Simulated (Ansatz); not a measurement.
## How far is PAW off for V?

```yaml
crystal:
  lattice:
    - [0.00000, 1.90829, 1.90829]
    - [1.90829, 0.00000, 1.90829]
    - [1.90829, 1.90829, 0.00000]
  atoms:
    - { symbol: V, position: [0.00000, 0.00000, 0.00000] }
```

The cell was built from the fcc type and relaxed in the same program, and has space group Fm-3m; it needn't be a known or the stable phase.

Levels of theory: DFT, PBE, PAW with Ansatz's default frozen-core files, scalar-relativistic (Ansatz 0.2.0); DFT, PBE, all-electron LAPW, scalar-relativistic (Ansatz 0.2.0).

For PAW: a Γ-centred 19×19×19 k mesh, Fermi–Dirac smearing of 0.05 eV, cutoff 420 eV, spin-polarised from start moments V 1.5 μB (the moments died away, and the run ended non-magnetic). LAPW targets a basis error of 1 meV/atom. The Ansatz runs share mesh, smearing and spin set-up. Plane-wave (PAW) pressures include the program's estimate of the Pulay term.

Stress and pressure are positive in compression.

Levels count from the Fermi level.

PAW results:

| quantity | PAW |
| --- | --- |
| pressure (GPa) | 0.04 |
| highest filled level at L (eV) | -3.322 |
| lowest empty level at L (eV) | 0.048 |
| highest filled level at U (eV) | -1.957 |
| lowest empty level at U (eV) | 0.277 |
| highest filled level at X (eV) | -2.610 |
| lowest empty level at X (eV) | 3.057 |

What does LAPW (all electrons) give for the same quantities?


```json
{"quantity": "pressure (GPa)", "LAPW": "0.02"}
{"quantity": "highest filled level at L (eV)", "LAPW": "-3.323"}
{"quantity": "lowest empty level at L (eV)", "LAPW": "0.049"}
{"quantity": "highest filled level at U (eV)", "LAPW": "-1.957"}
{"quantity": "lowest empty level at U (eV)", "LAPW": "0.276"}
{"quantity": "highest filled level at X (eV)", "LAPW": "-2.610"}
{"quantity": "lowest empty level at X (eV)", "LAPW": "3.057"}
```
